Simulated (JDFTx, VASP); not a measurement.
Elastic constants of BP and what follows from them

The cell as given, ahead of any relaxation:

```yaml
crystal:
  lattice:
    - [0.00000, 2.26900, 2.26900]
    - [2.26900, 0.00000, 2.26900]
    - [2.26900, 2.26900, 0.00000]
  atoms:
    - { symbol: P, position: [0.75000, 0.75000, 0.75000] }
    - { symbol: B, position: [0.00000, 0.00000, 0.00000] }
```

Constants in GPa on the cubic axes, for the cell relaxed at the run's level, with the atoms relaxed in the strained cells where symmetry lets them move; no spin polarisation, no spin-orbit coupling. Meshes are those of the run's cell of 2 atoms. Occupations: gaussian 0.05 eV (run 1). Space group F-43m.

| run | level | program and potentials | k mesh | cell | C11 | C12 | C44 |
| --- | --- | --- | --- | --- | --- | --- | --- |
| 1 | r2SCAN | VASP, PBE PAW files B, P, 600 eV (made for PBE) | 7 × 7 × 7 | relaxed, 11.64 Å³ an atom | 363.3 | 74.1 | 199.0 |

Task: Work out the bulk, shear and Young's moduli of a random polycrystal, Poisson's ratio and the anisotropy, and test the cell's stability.

Result: From the values as printed: B = (C11 + 2 C12)/3 = 170.5 GPa. Voigt: G_V = (C11 - C12 + 3 C44)/5 = 177.2; Reuss: G_R = 5 C44 (C11 - C12)/[4 C44 + 3 (C11 - C12)] = 173.0; Hill's mean, from the unrounded bounds, G = 175.1 GPa. Young's modulus E = 9BG/(3B + G) = 391.3 GPa, Poisson's ratio ν = (3B - 2G)/[2(3B + G)] = 0.117. Zener's ratio 2 C44/(C11 - C12) = 1.38, so the crystal is stiffest along ⟨111⟩ and softest along ⟨100⟩. C11 > |C12|, C11 + 2 C12 > 0 and C44 > 0 hold, so the cell is stable against small uniform strains, which says nothing of soft phonons. An equation of state at this level (JDFTx, SG15-PBE-1.2, made for PBE; mesh 10 × 10 × 10) gives B0 = 165.5 GPa at its minimum of 11.65 Å³ an atom, against 11.64 here. Measured bulk modulus: 174 GPa at 300 K (arxiv:1901.06272); the runs are for a static lattice.

BP resists shear about as strongly as compression: G slightly exceeds B, C44 is far above C12, and Poisson's ratio is low. This is the signature of directional covalent bonding, in which changing bond angles has a substantial cost, though a smaller one than changing bond lengths. The small electronegativity difference between B and P keeps the bonds weakly polar, and boron's compact valence shell, with no p electrons in the core, makes them short and strong. The anisotropy follows from the tetrahedral network: a pull along ⟨111⟩ stretches bonds lying on that axis, whereas one along ⟨100⟩ is taken up more by bending.

The two calculated bulk moduli differ at almost the same volume, so the lattice size can't explain the gap, which probably reflects the different potentials or the fitting. Both lie slightly below the measured value, and thermal and zero-point softening would be expected to widen that small shortfall rather than close it. Agreement in the bulk modulus tests only the combination C11 + 2 C12, leaving the shear stiffness and the anisotropy unchecked against experiment.
